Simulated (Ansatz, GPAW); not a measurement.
# Reading EPR parameters

A crystal has the composition LiVMO4, where M is a 3d element. A calculation (PBE+U, spin-orbit coupling in second variation, Ansatz) gives:

| Property | Result |
| --- | --- |
| S | 1/2 |
| g, averaged over the cell's ions | 2.0753, 2.0806, 2.2254 |
| moment in its sphere | 0.65 μB |

Q: Name the magnetic ion and its oxidation state.

The crystal is LiVCuO4, space group Imma. The spin sits on Cu, with 6 O at 1.97 to 2.41 Å round it. With the usual charges of the other elements M must be +2. High-spin ions of that charge with S = 1/2 are d9 and d1, Cu and Sc; the sign of the g shift picks Cu²⁺ d⁹. Low-spin ions are left aside. The shift is positive: in a shell more than half full the orbital moment adds to the spin.

[Hosts, paths, dates, database ids (printed as entryN), source tags and the programs' standing remarks are cut or masked in the printed files.]
